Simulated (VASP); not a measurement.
Wanted: the native input for a VASP 6.6.1 run.

```yaml
Task: QSGW quasiparticle levels
Functional: PBEsol
Potentials_or_basis: VASP PAW PBE potentials, release 64 (Se_GW, Ca_sv_GW)
Cutoff: 500 eV
k_mesh: 3 × 3 × 3
Occupations: gaussian, width 0.01 eV
Spin: no spin polarisation
Cutoff_of_the_response_function: 120
Frequency_points: 48
Empty_bands: 317
GW_scheme: QSGW
GW_iterations: 4
Further_INCAR_settings: ALGO = QPGW; EDIFF = 1e-08; NBANDS = 325
```

CaSe:

```
CELL_PARAMETERS angstrom
0.00000 3.30000 3.30000
3.30000 0.00000 3.30000
3.30000 3.30000 0.00000
ATOMIC_POSITIONS crystal
Se 0.25000 0.25000 0.25000
Ca 0.00000 0.00000 0.00000
```

The cell comes from a database or a generator and needn't be the stable form of this composition.

These files were run (other wordings do the same):

POSCAR

```
CaSe
1.0
    0.0000000000      3.3000000000      3.3000000000
    3.3000000000      0.0000000000      3.3000000000
    3.3000000000      3.3000000000      0.0000000000
Se Ca
1 1
Direct
    0.2500000000      0.2500000000      0.2500000000
    0.0000000000      0.0000000000      0.0000000000
```

INCAR.step1

```
SYSTEM = CaSe
ALGO = Fast ; EDIFF = 1E-8
ENCUT = 500 ; GGA = PS
ISMEAR = 0 ; LASPH = .True.
LCHARG = .False. ; LREAL = .False.
LWAVE = .True. ; NELM = 80
PREC = Accurate ; SIGMA = 0.01
```

INCAR.step2

```
SYSTEM = CaSe
ALGO = Exact ; EDIFF = 1E-8
ENCUT = 500 ; GGA = PS
ISMEAR = 0 ; ISTART = 1
LASPH = .True. ; LCHARG = .False.
LOPTICS = .True. ; LREAL = .False.
LWAVE = .True. ; NBANDS = 325
NELM = 1 ; PREC = Accurate
SIGMA = 0.01
```

INCAR.step3

```
SYSTEM = CaSe
ALGO = QPGW ; EDIFF = 1E-8
ENCUT = 500 ; ENCUTGW = 120
GGA = PS ; ISMEAR = 0
ISTART = 1 ; LASPH = .True.
LCHARG = .False. ; LREAL = .False.
LWAVE = .False. ; NBANDS = 325
NBANDSGW = 20 ; NELMGW = 4
NOMEGA = 48 ; PREC = Accurate
PRECFOCK = Fast ; SIGMA = 0.01
```

KPOINTS

```
k-points
0
Gamma
  3 3 3
  0 0 0
```

Potentials or basis: VASP PAW PBE potentials, release 64 (Se_GW, Ca_sv_GW).

Command:

```console
$ cat potpaw_PBE.64/Se_GW/POTCAR potpaw_PBE.64/Ca_sv_GW/POTCAR > POTCAR
$ cp INCAR.step1 INCAR
$ mpirun -np 1 vasp_std > vasp.out
$ cp INCAR.step2 INCAR
$ mpirun -np 1 vasp_std > vasp.out
$ cp INCAR.step3 INCAR
$ mpirun -np 1 vasp_std > vasp.out
```

Results of the run:

```
Band gap on the k mesh, mean-field level : 3.01 eV, indirect (least direct gap 3.09 eV)
Quasiparticle gap                        : 5.28 eV
Least direct quasiparticle gap           : 5.31 eV
```

Caveat: the k mesh is coarse (spacing up to 0.55 Å⁻¹), so the values aren't converged; bands, screening cutoff and mesh are small and nothing is extrapolated, so the quasiparticle values aren't converged; an odd mesh through Γ misses points on the zone boundary, where band edges often lie.

Run time: 13 min on 1 thread of Intel(R) Xeon(R) 6975P-C (Granite Rapids) (shared host), peak memory 1.1 GiB.
